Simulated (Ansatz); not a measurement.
## Response to strain in NaCl

Consider NaCl in the rock salt structure (space group Fm-3m, No. 225; a = 5.601 Å). Axes: x, y, z lie along the cube axes.

Strains are applied to the cell and any free atomic positions relax; under biaxial strain the out-of-plane vector relaxes too.

Computed with PBEsol/PAW in Ansatz (a first-principles code), no spin-orbit coupling.

| biaxial strain, plane normal [111], relaxed out of plane (%) | out-of-plane strain (%) |
|---|---|
| 0 | 0.00 |
| 0.42 | -0.34 |
| 0.83 | ? |
| 1.25 | -1.05 |
| 1.67 | -1.41 |
| 2.08 | -1.77 |
| 2.5 | -2.13 |

Task: Fit ε⊥ = −νε + γε² (strains in %) to the rows shown and predict the withheld row.

Result: Least squares on the printed values gives ν = 0.82 (the biaxial Poisson response) and γ = -0.012 (largest residual 0.01 %); this predicts -0.69 %, and the run gives -0.69 %, in agreement.

No phonon test of stability was made.
